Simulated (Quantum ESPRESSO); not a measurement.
Sb, 5 atoms in the cell. The cell holds a slab with vacuum, 5 atoms: a = 3.160 Å, b = 4.469 Å, c = 23.938 Å, α = 90.00°, β = 90.00°, γ = 90.00°. 

- Program: Quantum ESPRESSO 7.5
- Task: work function
- Functional: PBE
- Potentials or basis: PseudoDojo 0.4.1 SR PBE standard
- Cutoff: 1088 eV
- Density cutoff: 4354 eV
- k mesh: 8 × 6 × 1
- Occupations: fermi-dirac, width 0.05 eV
- Spin: no spin polarisation
- Boundary across the vacuum: none
- Mixing mode: local-TF
- Mixing beta: 0.3
- Most SCF iterations: 150
- SCF threshold: 5e-09 Ry

Potentials or basis: PseudoDojo 0.4.1 SR PBE standard.

Command:

```bash
$ OMP_NUM_THREADS=1 pw.x -in pw.in > pw.out
$ OMP_NUM_THREADS=1 pp.x -in pp_density.in > pp_density.out
$ OMP_NUM_THREADS=1 pp.x -in pp_potential.in > pp_potential.out
$ OMP_NUM_THREADS=1 pp.x -in pp_elf.in > pp_elf.out
```

Hardware: 1 thread of Arm Neoverse V2, with other jobs on the host.

How long does it take, and how much memory?

It took 11 min on 1 thread of Arm Neoverse V2, on a shared host, peak memory 0.75 GiB. Counts: scf iterations 14, k pools 1, bands 49, k points 20, g dense 220351.
